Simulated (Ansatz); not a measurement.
# Hf (Fm-3m) in Ansatz: a series of runs, part 2 of 2

Ansatz 0.2.0. Earlier steps stand in the parts before.

**3. Relaxation of cell and atoms, BLYP**

input.yaml reads:

```yaml
crystal:
  lattice:
    - [0.0, 2.22, 2.22]
    - [2.22, 0.0, 2.22]
    - [2.22, 2.22, 0.0]
  atoms:
    - { symbol: Hf, position: [0.0, 0.0, 0.0] }
hamiltonian:
  xc: blyp
  pseudopotentials: { kind: paw }
kpoints:
  mp_grid: { grid: [10, 10, 10] }
scf:
  occupations: { method: fermi_dirac, width: 0.05 }
output:
  forces: true
  stress: true
  eigenvalues: true
relax:
  f_tol: 0.01
  max_steps: 40
  cell: { stress_tol: 0.05 }
```

Potentials or basis: Ansatz PAW.

Launch:

```bash
ansatz run input.yaml --threads 2 --pin off --max-ram 5632MiB --backend cpu --events-out ev --progress --plain --runs-dir out
```

The log of the run:

```text
Warning: RAYON_NUM_THREADS=2 ignored (pool sized by the plan → 2); use --threads N
Engine: ansatz 0.2.0, aarch64-unknown-linux-gnu
Pseudopotentials: kind: paw
Pseudopotential: Hf, paw, valence charge 26, recommended cutoff 420 eV (normal), Hf.paw.azcp
Functional definition: BLYP
  parameter beta = 0.0042
  parameter a = 0.04918
  parameter b = 0.132
  parameter c = 0.2533
  parameter d = 0.349
  exchange = b88_x(beta = beta)
  correlation = lyp_c(a = a, b = b, c = c, d = d)
Crystal: 1 atoms, lattice volume = 21.882 Å³
Basis set: ecut = 420 eV, 411 PW (Γ), exchange–correlation on 48×48×48 points (8 copies of the dense FFT grid, shifted against one another)
[... 91 lines left out ...]
  E_core_change = 0.081632  (= ΣΔE_core)
  E_smearing   = -0.011135  (= −TS)
  E_closure    = 0.000000  (closes the sum)
  Σ components = -15744.948209   (vs F -15744.948209, Δ=0.00e0)
--- Forces (eV/Å), atoms counted from 1 ---
  atom   1  Hf    -0.00000000     0.00000000    -0.00000000
  max |Σ_I F_I| component: 3.16e-30 eV/Å
--- Stress (GPa, compression-positive) ---
       -0.008168      -0.000000      -0.000000
       -0.000000      -0.008168      -0.000000
       -0.000000      -0.000000      -0.008168
  P = ⅓ Tr σ = -0.0082 GPa (-0.082 kbar)
--- Band table (eV; the first three rows and the last of 47) ---
  k-point 0: bands = ["-42.3555", "-10.6782", "-10.6782", "-10.6782", "7.7335", "7.7513", "7.7513", "7.7513", "7.8186", "7.8186", "7.8186", "12.5335", "20.8005", "20.8005", "20.8005", "23.4207", "23.4207"]
  k-point 1: bands = ["-42.3504", "-10.7514", "-10.6877", "-10.6877", "7.7378", "7.7504", "7.7547", "7.7547", "7.8124", "7.8124", "7.8188", "12.8668", "20.4955", "20.9538", "20.9538", "23.2756", "23.2756"]
  k-point 2: bands = ["-42.3370", "-10.9389", "-10.7123", "-10.7123", "7.7410", "7.7569", "7.7631", "7.7631", "7.7974", "7.7974", "7.8195", "13.7745", "19.8873", "21.1785", "21.1785", "23.2138", "23.2138"]
  k-point 46: bands = ["-42.2841", "-11.2187", "-11.0893", "-10.9495", "7.7588", "7.7642", "7.7662", "7.7783", "7.7815", "7.7828", "7.8059", "17.6660", "18.5597", "19.8001", "22.2412", "26.0052", "28.0231"]
--- Relaxed structure (4 steps of the walk, 3 accepted, 1 SCFs on fresh bases) ---
  F+E_penalty+E_count = -15744.94820864 eV   max|allowed force component| = 0.000e0 eV/Å   (the final SCF, on the basis selected at the relaxed cell)
  cell:  # Å, volume = 23.1016 Å³
    - [-1.2101508574098475e-34, 2.260497338774654, 2.260497338774654]
    - [2.260497338774654, -2.7387624680842347e-34, 2.260497338774654]
    - [2.260497338774654, 2.260497338774654, -2.038148813158236e-34]
  atoms:
    - { symbol: Hf, position: [0.0, 0.0, 0.0] }
```

Run time: 4 s. Hardware: 2 threads of Arm Neoverse V1, shared host; peak memory 0.3 GiB.

Results:

```yaml
Free_energy: -15744.9482 eV
Relaxed_volume: 23.10 Å³/atom
Relaxed_cell: a = 3.197 Å, b = 3.197 Å, c = 3.197 Å, α = 60.00°, β = 60.00°, γ = 60.00°
Space_group_after_relaxing_to_0.05_Å: Fm-3m (No. 225)
Energy_gained_by_relaxing: 21.8 meV/atom
Ionic_steps: 4
Pressure_after_relaxing: 0.0 GPa
Band_gap_on_the_k_mesh: none (metal or under the smearing width)
```

The path:
```csv
step,energy change (eV),largest force (eV/Å),volume (Å³)
1,0.0000,0.0000,21.88
2,-0.0213,0.0000,23.22
3,-0.0215,0.0000,23.10
4,-0.0218,0.0000,23.10
```

Final structure:
```
Hf
1.0
     0.00000    2.26050    2.26050
     2.26050    0.00000    2.26050
     2.26050    2.26050    0.00000
Hf
1
Direct
  0.00000 0.00000 0.00000
```

Caveat: the plane-wave basis is chosen anew once the cell has moved, so the energies of steps on either side of that aren't comparable; the PAW data sets come from PBE, with cores solved anew for the run's functional, which leaves a small shift of forces and pressure. Spin-orbit coupling is left out, which matters for the levels of Hf.

**4. Single point, PBE**

input.yaml reads:

```yaml
crystal:
  lattice:
    - [0.0, 2.22, 2.22]
    - [2.22, 0.0, 2.22]
    - [2.22, 2.22, 0.0]
  atoms:
    - { symbol: Hf, position: [0.0, 0.0, 0.0] }
hamiltonian:
  xc: pbe
  pseudopotentials: { kind: paw }
kpoints:
  mp_grid: { grid: [10, 10, 10] }
scf:
  occupations: { method: gaussian, width: 0.012 }
output:
  forces: true
  stress: true
  eigenvalues: true
```

Launch:

```bash
ansatz run input.yaml --threads 2 --pin off --max-ram 5632MiB --backend cpu --events-out ev --progress --plain --runs-dir out
```

Wall time 0.7 s (2 threads of Arm Neoverse V1, shared host); peak memory 0.28 GiB.

The run converged. Its results:

* Free energy: -15721.2865 eV
* Pressure: 2.9 GPa
* Band gap on the k mesh: none (metal or under the smearing width)

Levels at points of the mesh, in eV from the Fermi level:
```csv
k point,band 10,band 11,band 12,band 13,band 14,band 15,band 16,band 17
"(0.00, 0.00, 0.00)",-11.55,-11.55,-7.32,1.37,1.37,1.37,4.24,4.24
"(0.00, 0.00, -0.50)",-11.58,-11.55,-3.73,0.61,1.14,1.14,6.43,6.43
"(0.00, -0.50, -0.50)",-11.59,-11.57,-3.39,-2.25,2.60,6.44,7.07,7.07
```

Spin-orbit coupling is left out, which matters for the levels of Hf.

**5. Summary**

| task | level | cell | smearing | gap on the mesh (eV) | pressure (GPa) | relaxed volume (Å³/atom) |
| --- | --- | --- | --- | --- | --- | --- |
| relaxation of cell and atoms | revPBE | relaxed | fermi-dirac 0.05 eV | none | 0.0 | 23.00 |
| relaxation of cell and atoms | BLYP | relaxed | fermi-dirac 0.05 eV | none | 0.0 | 23.10 |
| single point | PBE | as given | gaussian 0.012 eV | none | 2.9 | - |

Alike in all rows: potentials or basis Ansatz PAW; no spin polarisation; k mesh 10 × 10 × 10; cutoff (eV) 420.

Caveats: the plane-wave basis is chosen anew once the cell has moved, so the energies of steps on either side of that aren't comparable (some runs); the PAW data sets come from PBE, with cores solved anew for the run's functional, which leaves a small shift of forces and pressure (some runs).

Total energies depend on the potentials used, so only differences within one code and one set of settings carry meaning.
